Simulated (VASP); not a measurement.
Runs of VASP 6.6.1 on Bi. The structure is trigonal, space group R-3m (No. 166). The conventional cell has a = 4.535 Å, b = 4.535 Å, c = 11.814 Å, α = 90.00°, β = 90.00°, γ = 120.00°. Around Bi (site symmetry 3m) lie 6 Bi at 3.06 to 3.52 Å. 

```csv
level,potentials or basis,pressure (GPa),largest force (eV/Å)
LDA,"VASP PAW LDA potentials, release 64 (Bi_d)",(b),0.05
PBEsol,"VASP PAW PBE potentials, release 64 (Bi_d)",-0.3,0.12
r2SCAN,"VASP PAW PBE potentials, release 64 (Bi_d)",1.2,(c)
PBE,"VASP PAW PBE potentials, release 64 (Bi_d)",2.1,(a)
```

Alike in all rows: task band structure; no spin polarisation; cell as given; k mesh 8 × 8 × 8; cutoff (eV) 520; smearing gaussian 0.02 eV.

Estimate the missing entries.

(a) 0.19; (b) -1.4; (c) 0.01.

Caveats: the PAW data sets were made with another functional, which shifts forces and pressure a little (some runs).
